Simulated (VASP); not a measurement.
Here is the system:

```yaml
crystal:
  lattice:
    - [1.72128, -2.98134, 0.00000]
    - [1.72128, 2.98134, 0.00000]
    - [0.00000, 0.00000, 5.53881]
  atoms:
    - { symbol: In, position: [0.66667, 0.33333, 0.49947] }
    - { symbol: In, position: [0.33333, 0.66667, 0.99947] }
    - { symbol: N, position: [0.66667, 0.33333, 0.87953] }
    - { symbol: N, position: [0.33333, 0.66667, 0.37953] }
```

These are PBE GGA, VASP's PBE PAW potentials (set 64) (plane waves; VASP 6.6.1) values and carry that method's errors. Settings: 600 eV cut-off, 10×10×6 Γ-centred mesh, first-order Methfessel-Paxton smearing of 0.10 eV, potentials In_d N.

Task: Estimate the energy per atom (σ→0), pressure.

Result: 
```yaml
energy per atom (σ→0): -5.247 eV/atom
pressure: 200.1 kbar
```

The absolute energy has meaning only against runs of the same code, potentials and settings.

The compound is InN in the wurtzite structure. It was relaxed first under an external pressure of 20 GPa.
